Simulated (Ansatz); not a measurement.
`Oc1cccc(O)c1` + H₂ → `Oc1ccccc1` + H₂O at 600 K and 1 bar (hydrogenolysis of a C–O bond).

Calculated with Ansatz (gas phase, PBE0-D4/def2-TZVP geometries, no zero-point term in ΔE). CCSD(T)/CBS adds triple-zeta CCSD(T) − MP2 to the extrapolated MP2 energy (def2 sets, frozen cores). This one scheme is used for every species. One conformer a species, not always the lowest.

| species | CCSD(T)/CBS energy (Eh) | H − E (kJ/mol) | S (J/(mol·K)) |
| --- | --- | --- | --- |
| `Oc1cccc(O)c1` | -382.26856 | 357.0 | 446.5 |
| H₂ | -1.17544 | 43.9 | 150.8 |
| `Oc1ccccc1` | -307.09669 | 335.9 | 409.1 |
| H₂O | -76.37941 | 76.8 | 212.8 |

H − E and S are ideal-gas, rigid-rotor, harmonic terms from PBE0-D4/def2-TZVP, for one conformer and one mirror image of each species. For small species the MP2-based limit differs from directly extrapolated CCSD(T) by up to some mEh (0.8 for H₂); such offsets cancel only in part. 1 Eh = 2625.50 kJ/mol, R = 8.31446 J/(mol·K).

Task: By hand: ΔE, ΔH, ΔS and ΔG.

Result: ΔE = (-307.09669) + (-76.37941) − (-382.26856) − (-1.17544) = -0.03210 Eh = -84.3 kJ/mol. Δ(H − E) = 335.9 + 76.8 − 357.0 − 43.9 = 11.8, so ΔH = -72.5 kJ/mol. ΔS = 409.1 + 212.8 − 446.5 − 150.8 = 24.6 J/(mol·K). ΔG = -72.5 − 600 × (24.6)/1000 = -87.3 kJ/mol.

Task: By hand: the equilibrium constant, and the temperature at which ΔG would vanish if ΔH and ΔS stayed fixed.

Result: log₁₀ K = −ΔG/(RT ln 10) = 7.6. ΔH and −TΔS have one sign here, so there is no such temperature.

ΔH outweighs TΔS. A doubt of 5 kJ/mol in ΔE shifts log₁₀ K by 0.4 here. Other conformers and mirror images would add mixing entropy, several J/(mol·K) or more a flexible species. These are equilibria of isolated gas molecules and say nothing of rates. Largest T1 diagnostic: 0.012 (customary marks: 0.02 for closed shells, 0.045 for open ones).
